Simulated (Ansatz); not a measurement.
Si:

```
Si
1.0
     0.00000    2.72185    2.72185
     2.72185    0.00000    2.72185
     2.72185    2.72185    0.00000
Si
2
Direct
  0.50000 0.50000 0.50000
  0.75000 0.75000 0.75000
```

Base run:

| Quantity | Value |
| --- | --- |
| Program | Ansatz 0.2.0 |
| Functional | HISS |
| Potentials or basis | Ansatz PAW |
| Cutoff | 420 eV |
| Density cutoff | 1680 eV |
| k mesh | 5 × 5 × 5 |
| Occupations | fermi-dirac, width 0.05 eV |
| Spin | no spin polarisation |

Its results: band gap on the k mesh 1.44 eV, indirect (least direct gap 3.71 eV).

**Question.** The run is repeated on the same cell with these changes: functional from HISS to r2SCAN50; cutoff from 420 eV to 500 eV; density cutoff from 1680 eV to 2000 eV. What comes out?

**Answer.** Band gap on the k mesh 3.09 eV, indirect (least direct gap 5.44 eV).

A k mesh can miss the band edges.

Not every run made on this cell is shown here.
